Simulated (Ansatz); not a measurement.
# SnO2: moving Sn off its site

SnO2, P4_2/mnm, a = 4.737 Å, c = 3.186 Å (as given, not relaxed at this level: 10.8 GPa, forces to 0.04 eV/Å). Ansatz: PBE, PAW, 420 eV, Γ-centred 6×6×8 mesh on 6 atoms, Gaussian smearing 0.05 eV; no spin polarisation.

```
CELL_PARAMETERS angstrom
4.73735 0.00000 0.00000
0.00000 4.73735 0.00000
0.00000 0.00000 3.18640
ATOMIC_POSITIONS crystal
Sn 0.00000 0.00000 0.00000
Sn 0.50000 0.50000 0.50000
O 0.30562 0.30562 0.00000
O 0.19438 0.80562 0.50000
O 0.69438 0.69438 0.00000
O 0.80562 0.19438 0.50000
```

Atom 1 (Sn) moves by x along the unit vector (0.707, 0.707, 0.000), with its periodic images; all else is held. y is the free energy of the cell over the start, F the force along the path summed over the moved atoms. Symmetry makes y even in x.

```
  x (Å) y (meV) F (eV/Å)
-0.3000   1355.1     10.73
-0.1500    292.8      4.10
 0.0000      0.0      0.00
 0.0375        ?         ?
 0.0750     70.5     -1.90
 0.1125    161.1     -2.95
 0.1875    470.6     -5.41
 0.2250    701.0     -6.92
 0.2625    992.4     -8.67
```

Problem. Fit y = c2 x² + c4 x⁴ to the energies of the other rows, give the force constant, and predict energy and force of the missing row.

Solution. Least squares on the rows shown. y = 12311 x² + 30466 x⁴. The force constant is 2 c2 = 24.6 eV/Å², for the cell as given, at 10.8 GPa (for all images moving together, not for a lone atom). The force −dy/dx at the missing row is -0.93 eV/Å (computed -0.93). At x = 0.0375 the fit asked for gives 17.4 meV. The run gave 17.4 meV, the same to the digits shown.